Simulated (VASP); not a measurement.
Input of a VASP 6.6.1 run:

Contents of INCAR:

```
PREC = Accurate
ENCUT = 600
EDIFF = 1E-6
ISMEAR = 1
SIGMA = 0.1
LREAL = False
LASPH = True
NELM = 80
ALGO = Normal
ISIF = 3
LWAVE = False
LCHARG = False
GGA = PS
IBRION = 2
NSW = 90
EDIFFG = -0.01
```

Contents of KPOINTS:

```
regular mesh
0
Gamma
  16 16 16
```

POSCAR

```
Au
1.0
    0.0000000000      2.0350000000      2.0350000000
    2.0350000000      0.0000000000      2.0350000000
    2.0350000000      2.0350000000      0.0000000000
Au
1
Direct
    0.0000000000      0.0000000000      0.0000000000
```

Potentials or basis: VASP PAW PBE potentials, release 64 (Au).

Command:

```console
$ cat potpaw_PBE.64/Au/POTCAR > POTCAR
$ mpirun -np 1 vasp_std > vasp.out
```

(1) Predict the relaxed cell.

(2) What does it give for the relaxed volume?

(3) What does it give for the band gap on the k mesh?

Answers

(1) a = 2.886 Å, b = 2.886 Å, c = 2.886 Å, α = 60.00°, β = 60.00°, γ = 60.00°.

(2) 17.00 Å³/atom.

(3) none (metal or under the smearing width).

Caveat: the PAW data sets were made with another functional, which shifts forces and pressure a little.
